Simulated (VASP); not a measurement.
# A vacancy on the Pt site in a supercell of InPt3 (Yixunite), part 3 of 4

Wanted: what a vacancy on the Pt site costs in InPt3 (Yixunite) and how the lattice relaxes round it. The start is a cell from a database of measured crystal structures.

VASP 6.6.1, plane waves and PAW; the level of theory is named at each step.

So far. Step 2 (The host at zero pressure): The run ended after 3 ionic steps, 0.000 eV below its first step, once forces and stress met EDIFFG = -0.02. Step 3 (The perfect supercell): The host is treated as a metal, as its relaxation found a gap under 0.3 eV or none, and only the neutral defect is run.

### Step 4. Reference Pt

This step: PBEsol; plane waves and PAW (Pt) (VASP 6.6.1).

System of this step: Pt. The structure is cubic, space group Fm-3m (No. 225). Conventional cell: a = 3.920 Å, b = 3.920 Å, c = 3.920 Å, α = 90.00°, β = 90.00°, γ = 90.00°. Nearest to Pt lie 12 Pt at 2.77 Å.

The reference for Pt is its crystal, relaxed at the cutoff of the large cell.

INCAR reads:

```
SYSTEM = Pt
PREC = Normal
ENCUT = 300
EDIFF = 1E-05
NELM = 120
ISMEAR = 1
SIGMA = 0.1
LREAL = Auto
ALGO = Fast
GGA = PS
NBANDS = 11
LASPH = .TRUE.
LORBIT = 11
LWAVE = .FALSE.
LCHARG = .FALSE.
IBRION = 2
NSW = 25
ISIF = 3
EDIFFG = -0.02
POTIM = 0.4
```

POSCAR reads:

```
Pt
1.0
    0.0000000000      1.9600000000      1.9600000000
    1.9600000000      0.0000000000      1.9600000000
    1.9600000000      1.9600000000      0.0000000000
Pt
1
Direct
    0.0000000000      0.0000000000      0.0000000000
```

KPOINTS reads:

```
Automatic mesh
0
Gamma
12 12 12
0 0 0
```

The projector-augmented-wave data sets are Pt (PBE family, release 64).

The run is started by

```sh
$ export OMP_NUM_THREADS=5
$ mpirun -np 1 vasp_std
```

The program printed:

```text
[banner, memory and clock lines left out]
running    1 mpi-ranks, on    1 nodes
 distrk:  each k-point on    1 cores,    1 groups
 distr:  one band on    1 cores,    1 groups
 Offloading initialized ...    1 GPUs detected
 POSCAR found type information on POSCAR Pt
 POSCAR found :  1 types and       1 ions
|                                                                             |
|               ----> ADVICE to this user running VASP <----                  |
|                                                                             |
|     You have a (more or less) 'small supercell' and for smaller cells       |
|     it is recommended to use the reciprocal-space projection scheme!        |
|     The real-space optimization is not efficient for small cells and it     |
|     is also less accurate ...                                               |
|     Therefore, set LREAL=.FALSE. in the INCAR file.                         |
|                                                                             |

 [... a notice as in an earlier step ...]

 LDA part: xc-table for (Slater+PW92), standard interpolation
 POSCAR, INCAR and KPOINTS ok, starting setup
 FFT: planning ... GRIDC
 FFT: planning ... GRID_SOFT
 FFT: planning ... GRID
 WAVECAR not read
 entering main loop
       N       E                     dE             d eps       ncg     rms          rms(c)
DAV:   1     0.191979539815E+02    0.19198E+02   -0.37620E+03  1904   0.512E+02
DAV:   2    -0.713986434640E+01   -0.26338E+02   -0.25492E+02  1845   0.126E+02
DAV:   3    -0.741459908169E+01   -0.27473E+00   -0.27450E+00  1838   0.119E+01
DAV:   4    -0.741564001118E+01   -0.10409E-02   -0.10409E-02  1812   0.855E-01
DAV:   5    -0.741564819081E+01   -0.81796E-05   -0.81795E-05  1851   0.695E-02    0.134E+01
RMM:   6    -0.701958808748E+01    0.39606E+00   -0.39245E-01  1584   0.525E+00    0.686E+00
RMM:   7    -0.697638778843E+01    0.43200E-01   -0.76519E-02  1584   0.247E+00    0.256E+00
RMM:   8    -0.697310383270E+01    0.32840E-02   -0.13319E-02  1584   0.943E-01    0.875E-01
RMM:   9    -0.697203005357E+01    0.10738E-02   -0.18808E-03  1584   0.357E-01    0.462E-02
RMM:  10    -0.697204842449E+01   -0.18371E-04   -0.18083E-04  1544   0.914E-02    0.376E-02
RMM:  11    -0.697204557779E+01    0.28467E-05   -0.12533E-05  1232   0.265E-02
   1 F= -.69720456E+01 E0= -.69712778E+01  d E =-.697205E+01
 curvature:   0.00 expect dE= 0.000E+00 dE for cont linesearch  0.000E+00
 trial: gam= 0.00000 g(F)=  0.844E-63 g(S)=  0.174E-02 ort = 0.000E+00 (trialstep = 0.100E+01)
 search vector abs. value=  0.174E-02
 bond charge predicted
       N       E                     dE             d eps       ncg     rms          rms(c)
DAV:   1    -0.698926724526E+01   -0.17219E-01   -0.35820E-01  1656   0.550E+00    0.965E-01
RMM:   2    -0.697177584258E+01    0.17491E-01   -0.18468E-02  1584   0.110E+00    0.355E-01
RMM:   3    -0.697097888271E+01    0.79696E-03   -0.17188E-03  1584   0.365E-01    0.197E-01
RMM:   4    -0.697107850921E+01   -0.99627E-04   -0.29510E-04  1574   0.136E-01    0.262E-02
RMM:   5    -0.697107168092E+01    0.68283E-05   -0.38527E-05  1464   0.484E-02
   2 F= -.69710717E+01 E0= -.69702655E+01  d E =0.973897E-03
 trial-energy change:    0.000974  1 .order    0.000885   -0.001736    0.003506
 step:   0.3094(harm=  0.3311)  dis= 0.00000  next Energy=    -6.972311 (dE=-0.266E-03)
 bond charge predicted
       N       E                     dE             d eps       ncg     rms          rms(c)
DAV:   1    -0.698062954376E+01   -0.95510E-02   -0.16808E-01  1692   0.380E+00    0.637E-01
RMM:   2    -0.697273170415E+01    0.78978E-02   -0.84121E-03  1584   0.744E-01    0.262E-01
RMM:   3    -0.697226047313E+01    0.47123E-03   -0.91250E-04  1584   0.266E-01    0.137E-01
RMM:   4    -0.697227930402E+01   -0.18831E-04   -0.10207E-04  1571   0.805E-02    0.841E-03
RMM:   5    -0.697228020597E+01   -0.90195E-06   -0.13687E-05  1192   0.266E-02
   3 F= -.69722802E+01 E0= -.69715009E+01  d E =-.234628E-03
 curvature:  -0.17 expect dE=-0.160E-07 dE for cont linesearch -0.160E-07
 trial: gam=-0.00740 g(F)=  0.285E-62 g(S)=  0.966E-07 ort = 0.129E-04 (trialstep = 0.862E+00)
 search vector abs. value=  0.105E-09
 reached required accuracy - stopping structural energy minimisation
```

The job ended after 96 s (1 × NVIDIA H100 80GB HBM3, 81559 MiB with 1 MPI rank of AMD EPYC 7R13 (Zen 3), card shared with another run, shared host; peak memory 1.6 GiB).

OUTCAR, selected parts (step 4):

```text
  LATTYP: Found a face centered cubic cell.
 ALAT       =     3.9200000000

The static configuration has the point symmetry O_h .

 Found     72 irreducible k-points:

   k-points           NKPTS =     72   k-points in BZ     NKDIM =     72   number of bands    NBANDS=     11

   dimension x,y,z NGX =    12 NGY =   12 NGZ =   12
   dimension x,y,z NGXF=    24 NGYF=   24 NGZF=   24

   ENCUT  =  300.0 eV  22.05 Ry    4.70 a.u.   3.91  3.91  3.91*2*pi/ulx,y,z

   NELECT =      10.0000    total number of electrons

 E-fermi :  11.2407

 k-point     1 :       0.0000    0.0000    0.0000
  band No.  band energies     occupation
    ...
      2       7.3837      2.00000
      3       7.3837      2.00000
      4       7.3837      2.00000
      5       9.5850      2.00000
      6       9.5850      2.00000
      7      25.8148      0.00000
      8      30.8047      0.00000
      9      30.8047      0.00000
     10      30.8047      0.00000
     11      36.1250      0.00000

 k-point     2 :       0.0833    0.0000    0.0000
  band No.  band energies     occupation
    ...
      2       7.2603      2.00000
      3       7.4928      2.00000
      4       7.4928      2.00000
      5       9.5255      2.00000
      6       9.5255      2.00000
      7      26.2472      0.00000
      8      29.4687      0.00000
      9      31.2366      0.00000
     10      31.2366      0.00000
     11      37.5109      0.00000

  Total       -0.0009134     -0.0009134     -0.0009134      0.0000000     -0.0000000     -0.0000000
  in kB       -0.0976062     -0.0976062     -0.0976062      0.0000000     -0.0000000     -0.0000000
  external PRESSURE =      -0.0976062 kB  Pullay stress =       0.0000000 kB

  energy-cutoff  :      300.00
  volume of cell :       14.99
      direct lattice vectors                 reciprocal lattice vectors
    -0.000000000  1.957134140  1.957134140    -0.255475590  0.255475590  0.255475590
     1.957134140 -0.000000000  1.957134140     0.255475590 -0.255475590  0.255475590
     1.957134140  1.957134140  0.000000000     0.255475590  0.255475590 -0.255475590

 POSITION                                       TOTAL-FORCE (eV/Angst)
 -----------------------------------------------------------------------------------
      0.00000      0.00000      0.00000         0.000000     -0.000000     -0.000000
 -----------------------------------------------------------------------------------
    total drift:                               -0.000000     -0.000000     -0.000000

  FREE ENERGIE OF THE ION-ELECTRON SYSTEM (eV)
  ---------------------------------------------------
  free  energy   TOTEN  =        -6.9722802060 eV

  energy  without entropy=       -6.9699424070  energy(sigma->0) =       -6.97150094

 total charge
# of ion       s       p       d       tot
------------------------------------------
    1        0.634   0.620   8.039   9.294

[... 2 parts as in an earlier step ...]

[... 7 further parts left out ...]
```

The steps of the relaxation:

```tsv
step	energy less that of the first step (eV)	largest force (eV/Å)	pressure (GPa)	volume (Å³)
1	0.0000	0.0000	-1.30	15.06
2	0.0010	0.0000	2.67	14.85
3	-0.0002	0.0000	-0.01	14.99
```

```tsv
conventional cell, symmetrised	before	after	change
a (Å)	3.920	3.914	-0.1 %
b (Å)	3.920	3.914	-0.1 %
c (Å)	3.920	3.914	-0.1 %
volume (Å³/atom)	15.06	14.99	-0.4 %
```

Final coordinates:

```cif
data_structure
_symmetry_space_group_name_H-M 'P 1'
_symmetry_Int_Tables_number 1
_cell_length_a 2.7678
_cell_length_b 2.7678
_cell_length_c 2.7678
_cell_angle_alpha 60.000
_cell_angle_beta 60.000
_cell_angle_gamma 60.000
_cell_volume 14.99
loop_
_atom_site_label
_atom_site_type_symbol
_atom_site_fract_x
_atom_site_fract_y
_atom_site_fract_z
_atom_site_occupancy
Pt1 Pt 0.00000 0.00000 0.00000 1
```

This step gave:

* electronic cycles: 21
* electrons: 10
* free energy (TOTEN): -6.972 eV
* energy at zero smearing: -6.972 eV
* Fermi energy: 11.24 eV

The run ended after 3 ionic steps, 0.000 eV below its first step, once forces and stress met EDIFFG = -0.02.

Energy at zero smearing: -6.97150 eV.

### Step 5. Reference In

This step: PBEsol; plane waves and PAW (In) (VASP 6.6.1).

System of this step: In. Symmetry: I4/mmm, No. 139, tetragonal system. The conventional cell has a = 3.246 Å, b = 3.246 Å, c = 4.939 Å, α = 90.00°, β = 90.00°, γ = 90.00°. In has 12 In at 3.25 to 3.37 Å nearest.

In is not exchanged here; its energy serves the host's formation enthalpy.

Changes to INCAR since step 4:

```diff
@@ -1,2 +1,2 @@
-SYSTEM = Pt
+SYSTEM = In
 PREC = Normal
@@ -10,4 +10,3 @@
 GGA = PS
-NBANDS = 11
-LASPH = .TRUE.
+NBANDS = 7
 LORBIT = 11
```

POSCAR reads:

```
In
1.0
   -1.6228100628      1.6228100628      2.4694200000
    1.6228100628     -1.6228100628      2.4694200000
    1.6228100628      1.6228100628     -2.4694200000
In
1
Direct
    0.0000000000      0.0000000000      0.0000000000
```

KPOINTS reads:

```
Automatic mesh
0
Gamma
11 11 11
0 0 0
```

Potentials, in the order of the species: In (PBE family, release 64).

The program printed:

```text
[banner, memory and clock lines left out]
running    1 mpi-ranks, on    1 nodes
 distrk:  each k-point on    1 cores,    1 groups
 distr:  one band on    1 cores,    1 groups
 Offloading initialized ...    1 GPUs detected
 POSCAR found type information on POSCAR In
 POSCAR found :  1 types and       1 ions
 [... a notice as in an earlier step ...]

 [... a notice as in an earlier step ...]

 LDA part: xc-table for (Slater+PW92), standard interpolation
 POSCAR, INCAR and KPOINTS ok, starting setup
 FFT: planning ... GRIDC
 FFT: planning ... GRID_SOFT
 FFT: planning ... GRID
 WAVECAR not read
 entering main loop
       N       E                     dE             d eps       ncg     rms          rms(c)
DAV:   1    -0.142128064504E+01   -0.14213E+01   -0.60446E+02  1848   0.155E+02
DAV:   2    -0.299023401461E+01   -0.15690E+01   -0.14961E+01  2324   0.177E+01
DAV:   3    -0.300044565302E+01   -0.10212E-01   -0.10210E-01  2226   0.153E+00
DAV:   4    -0.300045448997E+01   -0.88370E-05   -0.88370E-05  2744   0.497E-02
DAV:   5    -0.300045449243E+01   -0.24609E-08   -0.28106E-08  2233   0.578E-04    0.251E+00
RMM:   6    -0.298198090070E+01    0.18474E-01   -0.16624E-03  1764   0.173E-01    0.144E+00
RMM:   7    -0.296931476338E+01    0.12666E-01   -0.68286E-03  1846   0.344E-01    0.182E-01
RMM:   8    -0.296942330662E+01   -0.10854E-03   -0.31263E-04  1764   0.879E-02    0.615E-02
RMM:   9    -0.296941454691E+01    0.87597E-05   -0.60444E-05  1741   0.371E-02
   1 F= -.29694145E+01 E0= -.29694625E+01  d E =-.296941E+01
 curvature:   0.00 expect dE= 0.000E+00 dE for cont linesearch  0.000E+00
 trial: gam= 0.00000 g(F)=  0.235E-64 g(S)=  0.716E-03 ort = 0.000E+00 (trialstep = 0.100E+01)
 search vector abs. value=  0.716E-03
 bond charge predicted
       N       E                     dE             d eps       ncg     rms          rms(c)
DAV:   1    -0.297000734701E+01   -0.58404E-03   -0.46597E-03  2548   0.221E-01    0.656E-02
RMM:   2    -0.296995259479E+01    0.54752E-04   -0.45905E-05  1685   0.408E-02    0.366E-02
RMM:   3    -0.296991911647E+01    0.33478E-04   -0.33218E-05  1760   0.251E-02    0.974E-03
RMM:   4    -0.296991941559E+01   -0.29912E-06   -0.25922E-06   972   0.915E-03
   2 F= -.29699194E+01 E0= -.29699351E+01  d E =-.504869E-03
[...]
3 F= -.29699818E+01 E0= -.29699711E+01  d E =-.567235E-03
[...]
4 F= -.29699858E+01 E0= -.29699671E+01  d E =-.571248E-03
[...]
5 F= -.29703110E+01 E0= -.29702349E+01  d E =-.325183E-03
[...]
6 F= -.29712276E+01 E0= -.29711622E+01  d E =-.124180E-02
[...]
7 F= -.29713083E+01 E0= -.29712095E+01  d E =-.132249E-02
 curvature:  -1.97 expect dE=-0.145E-03 dE for cont linesearch -0.431E-06
 trial: gam= 0.10974 g(F)=  0.762E-64 g(S)=  0.737E-04 ort =-0.798E-05 (trialstep = 0.211E+01)
 search vector abs. value=  0.755E-04
 bond charge predicted
       N       E                     dE             d eps       ncg     rms          rms(c)
DAV:   1    -0.297139684092E+01   -0.87451E-04   -0.21066E-03  2415   0.144E-01    0.525E-02
RMM:   2    -0.297136258337E+01    0.34258E-04   -0.15989E-05  1404   0.241E-02    0.286E-02
RMM:   3    -0.297134048118E+01    0.22102E-04   -0.18242E-05  1619   0.182E-02    0.726E-03
RMM:   4    -0.297134104390E+01   -0.56272E-06   -0.16480E-06   909   0.720E-03
   8 F= -.29713410E+01 E0= -.29712363E+01  d E =-.327576E-04
 trial-energy change:   -0.000033  1 .order   -0.000040   -0.000154    0.000075
 step:   1.4221(harm=  1.4221)  dis= 0.00000  next Energy=    -2.971360 (dE=-0.518E-04)
 reached required accuracy - stopping structural energy minimisation
```

The job ended after 52 s (1 × NVIDIA H100 80GB HBM3, 81559 MiB with 1 MPI rank; peak memory 1.6 GiB).

OUTCAR, selected parts (step 5):

```text
   k-points           NKPTS =    126   k-points in BZ     NKDIM =    126   number of bands    NBANDS=      7

   ENCUT  =  300.0 eV  22.05 Ry    4.70 a.u.   4.76  4.76  4.76*2*pi/ulx,y,z

   NELECT =       3.0000    total number of electrons

 E-fermi :   4.9664

 k-point     1 :       0.0000    0.0000    0.0000
  band No.  band energies     occupation
      1      -4.7011      2.00000
      2      15.6533      0.00000
      3      15.6533      0.00000
      4      15.7626      0.00000
      5      16.5429      0.00000
      6      17.8721      0.00000
    ...

  Total       -0.0139992     -0.0139992     -0.0064688     -0.0000000      0.0000000      0.0000000
  in kB       -0.8696114     -0.8696114     -0.4018369     -0.0000000      0.0000000      0.0000000
  external PRESSURE =      -0.7136865 kB  Pullay stress =       0.0000000 kB

 POSITION                                       TOTAL-FORCE (eV/Angst)
 -----------------------------------------------------------------------------------
      1.63482     -1.63482      2.41263         0.000000     -0.000000     -0.000000
 -----------------------------------------------------------------------------------
    total drift:                               -0.000000     -0.000000     -0.000000

  FREE ENERGIE OF THE ION-ELECTRON SYSTEM (eV)
  ---------------------------------------------------
  free  energy   TOTEN  =        -2.9713410439 eV

  energy  without entropy=       -2.9710267783  energy(sigma->0) =       -2.97123629

[... 2 parts as in an earlier step ...]

[... 14 further parts left out ...]
```

The run keeps the 16 symmetry operations of its start, so it cannot find a distortion of lower symmetry.

Step by step:

```tsv
step	energy less that of the first step (eV)	largest force (eV/Å)	pressure (GPa)	volume (Å³)
1	0.0000	0.0000	-0.43	26.01
2	-0.0005	0.0000	-0.06	25.80
3	-0.0006	0.0000	0.08	25.71
4	-0.0006	0.0000	0.11	25.68
5	-0.0009	0.0000	0.11	25.67
6	-0.0018	0.0000	0.14	25.65
7	-0.0019	0.0000	0.16	25.64
8	-0.0019	0.0000	-0.07	25.79
```

```tsv
conventional cell, symmetrised	before	after	change
a (Å)	3.246	3.270	+0.7 %
b (Å)	3.246	3.270	+0.7 %
c (Å)	4.939	4.825	-2.3 %
volume (Å³/atom)	26.01	25.79	-0.8 %
```

Final coordinates:

```cif
data_structure
_symmetry_space_group_name_H-M 'P 1'
_symmetry_Int_Tables_number 1
_cell_length_a 3.3416
_cell_length_b 3.3416
_cell_length_c 3.3416
_cell_angle_alpha 121.419
_cell_angle_beta 121.419
_cell_angle_gamma 87.559
_cell_volume 25.79
loop_
_atom_site_label
_atom_site_type_symbol
_atom_site_fract_x
_atom_site_fract_y
_atom_site_fract_z
_atom_site_occupancy
In1 In 0.00000 0.00000 0.00000 1
```

This step gave:

* electronic cycles: 30
* electrons: 3
* free energy (TOTEN): -2.971 eV
* energy at zero smearing: -2.971 eV
* Fermi energy: 4.966 eV

The run ended after 8 ionic steps, 0.002 eV below its first step, once forces and stress met EDIFFG = -0.02.

Energy at zero smearing: -2.97124 eV.

(Continued in part 4 of 4.)

[Lines on the potential files, build, host, timing and source positions are cut from VASP's logs without a mark.]

[Logs are printed without paths, hosts, clocks, repeated set-up lines and the standing remarks that a program may print on its own settings, such as how far it seeks lower states.]

[Hosts, paths, dates, database ids (printed as entryN), source tags and the programs' standing remarks are cut or masked in the printed files.]

[In band tables of VASP the shares of atoms and orbitals are scaled to a sum of 1 inside the atoms' spheres.]

[Runs that stopped without an error message from VASP are left out.]
